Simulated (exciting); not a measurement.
Two BSE runs for the Rb L₃ edge of RbBr, space group Fm-3m. Run A: exciting, all-electron LAPW+lo, LDA, exchange and screened direct term (singlet BSE), 3×3×3 shifted k points, 34 conduction bands, |G+q| up to 3 bohr⁻¹ (2 in the exchange term), full RPA screening with nempty = 61, Lorentzian half width 0.64 eV. Run B differs in one setting: k mesh, kernel cutoff, basis, band set, screening or width.

Energy from the Kohn–Sham onset, core level to the lowest empty state found on the meshes used; one zero for both, scaled to A's maximum:

| E (eV) | A | B |
| --- | --- | --- |
| -7.5 | 0.02 | 0.04 |
| -7.0 | 0.02 | 0.05 |
| -6.5 | 0.02 | 0.06 |
| -6.0 | 0.02 | 0.06 |
| -5.5 | 0.03 | 0.07 |
| -5.0 | 0.03 | 0.09 |
| -4.5 | 0.04 | 0.10 |
| -4.0 | 0.05 | 0.12 |
| -3.5 | 0.06 | 0.15 |
| -3.0 | 0.09 | 0.19 |
| -2.5 | 0.12 | 0.23 |
| -2.0 | 0.19 | 0.30 |
| -1.5 | 0.35 | 0.37 |
| -1.0 | 0.67 | 0.45 |
| -0.5 | 1.00 | 0.51 |
| 0.0 | 0.95 | 0.54 |
| 0.5 | 0.88 | 0.54 |
| 1.0 | 0.67 | 0.51 |
| 1.5 | 0.53 | 0.46 |
| 2.0 | 0.45 | 0.42 |
| 2.5 | 0.39 | 0.38 |
| 3.0 | 0.33 | 0.35 |
| 3.5 | 0.28 | 0.32 |
| 4.0 | 0.26 | 0.29 |
| 4.5 | 0.26 | 0.28 |
| 5.0 | 0.27 | 0.26 |
| 5.5 | 0.25 | 0.25 |
| 6.0 | 0.21 | 0.24 |
| 6.5 | 0.20 | 0.23 |
| 7.0 | 0.19 | 0.22 |
| 7.5 | 0.18 | 0.21 |
| 8.0 | 0.20 | 0.21 |
| 8.5 | 0.23 | 0.21 |
| 9.0 | 0.21 | 0.21 |
| 9.5 | 0.19 | 0.21 |
| 10.0 | 0.20 | 0.22 |
| 10.5 | 0.23 | 0.22 |
| 11.0 | 0.28 | 0.23 |
| 11.5 | 0.31 | 0.23 |
| 12.0 | 0.29 | 0.23 |
| 12.5 | 0.26 | 0.23 |
| 13.0 | 0.24 | 0.22 |
| 13.5 | 0.22 | 0.21 |
| 14.0 | 0.19 | 0.20 |
| 14.5 | 0.19 | 0.19 |
| 15.0 | 0.19 | 0.18 |
| 15.5 | 0.19 | 0.18 |
| 16.0 | 0.17 | 0.17 |
| 16.5 | 0.16 | 0.17 |
| 17.0 | 0.16 | 0.16 |
| 17.5 | 0.16 | 0.16 |
| 18.0 | 0.16 | 0.16 |
| 18.5 | 0.17 | 0.15 |
| 19.0 | 0.16 | 0.15 |
| 19.5 | 0.15 | 0.15 |
| 20.0 | 0.14 | 0.14 |
| 20.5 | 0.14 | 0.14 |
| 21.0 | 0.14 | 0.13 |
| 21.5 | 0.14 | 0.13 |
| 22.0 | 0.14 | 0.12 |

The database entry behind the starting cell differs from later determinations by our own check (about 0.5 % short), so it need not match the best structure at ambient conditions.

Q: Which is the likeliest?

The half width (eV) from 0.64 to 1.92. Against run A the r.m.s. difference is 33 %. The highest maximum lies at 0.1 eV (0.54), against -0.5 eV (1.00). Only the width of each line changes; the area stays. A table step wider than the lines misses their tops. Other settings could leave a like mark; this is the change that was made.

[Hosts, paths, dates, database ids (printed as entryN), source tags and the programs' standing remarks are cut or masked in the printed files.]
